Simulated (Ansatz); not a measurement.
Structure optimisation: indium, diamond

These are results of DFT, PBE, plane waves (420 eV) with PAW, scalar-relativistic (Ansatz 0.2.0), not measurements.

k-point mesh 8×8×8, Fermi-Dirac smearing 0.1 eV, no spin polarisation. Cell and atoms relax.

Starting structure:

```cif
data_structure
_symmetry_space_group_name_H-M 'P 1'
_symmetry_Int_Tables_number 1
_cell_length_a 4.6389
_cell_length_b 4.6389
_cell_length_c 4.6389
_cell_angle_alpha 60.000
_cell_angle_beta 60.000
_cell_angle_gamma 60.000
_cell_volume 70.59
loop_
_atom_site_label
_atom_site_type_symbol
_atom_site_fract_x
_atom_site_fract_y
_atom_site_fract_z
_atom_site_occupancy
In1 In 0.12500 0.12500 0.12500 1
In2 In 0.87500 0.87500 0.87500 1
```

**Question.** The pressure at the start is 2.1 GPa. By how much does the volume change?

**Answer.** From 35.29 to 38.06 Å³ per atom, 7.8 %. The final cell has a = 6.728 Å.

**Question.** How much energy does the relaxation gain?

**Answer.** 16.5 meV per atom.
